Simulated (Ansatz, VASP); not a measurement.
## AlRu in VASP and in Ansatz

```
CELL_PARAMETERS angstrom
2.99160 0.00000 0.00000
0.00000 2.99160 0.00000
0.00000 0.00000 2.90185
ATOMIC_POSITIONS crystal
Al 0.00000 0.00000 0.00000
Ru 0.50000 0.50000 0.50000
```

Change from the starting cell: strain +0.000 along x and y, -0.030 along z, atoms carried along.

Alike in both runs: task single point; functional PBE; k mesh 16 × 16 × 16; occupations gaussian, width 0.15 eV; no spin polarisation.

```csv
,VASP,Ansatz
version,VASP 6.6.1,Ansatz 0.2.0
potentials or method,"VASP PAW PBE potentials, release 64 (Al, Ru_pv)","scalar-relativistic, plane waves, PAW"
plane-wave cutoff (eV),520,420
valence electrons in the cell,17,19
```

```csv
,VASP,Ansatz,Ansatz less VASP
gap on the k mesh at the Fermi level (eV),none,none,-
pressure (GPa),9.7,9.7,+0.01
largest component of the traceless stress (GPa),3.97,3.95,-0.016
```

A gap of «none» marks a metal or a gap that the smearing closes. The functional is the same, so the differences come from potentials, cutoffs and numerics. The two sets of potentials don't hold the same shells in valence.
